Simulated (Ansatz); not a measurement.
Crystal: CdSe.

```
CELL_PARAMETERS angstrom
3.55686 0.00000 0.00000
0.00000 3.55686 0.00000
0.00000 0.00000 3.55686
ATOMIC_POSITIONS crystal
Cd 0.50000 0.50000 0.50000
Se 0.00000 0.00000 0.00000
```

The cell was built by a generator and needn't be a form met in nature.

| Property | Result |
| --- | --- |
| Program | Ansatz 0.2.0 |
| Task | relaxation of cell and atoms |
| Functional | PBEsol |
| Dispersion | D4 |
| Potentials or basis | Ansatz PAW |
| Cutoff | 420 eV (not typed: the program's choice for these potentials) |
| k mesh | 8 × 8 × 8 |
| Occupations | fermi-dirac, width 0.05 eV |
| Spin | no spin polarisation |

At the start: volume 22.50 Å³/atom.

**Question.** How do energy, volume and symmetry change on relaxing?

**Answer.** It ends after 5 steps and the volume is 20.55 Å³/atom (-8.6 %); space group Pm-3m (No. 221, to 0.05 Å).

The path:
| step | energy change (eV) | largest force (eV/Å) | volume (Å³) |
| --- | --- | --- | --- |
| 1 | 0.0000 | 0.0000 | 45.00 |
| 2 | -0.0624 | 0.0000 | 39.80 |
| 3 | -0.0719 | 0.0000 | 41.33 |
| 4 | -0.0722 | 0.0000 | 41.11 |
| 5 | -0.0715 | 0.0000 | 41.11 |

Final structure:
```
Cd Se
1.0
     3.45126    0.00000    0.00000
     0.00000    3.45126    0.00000
     0.00000    0.00000    3.45126
Cd Se
1 1
Direct
  0.50000 0.50000 0.50000
  0.00000 0.00000 0.00000
```

Caveat: the plane-wave basis is chosen anew once the cell has moved, so the energies of steps on either side of that aren't comparable; pairwise dispersion overbinds metals, which lowers pressure and volume; the PAW data sets come from PBE, with cores solved anew for the run's functional, which leaves a small shift of forces and pressure.
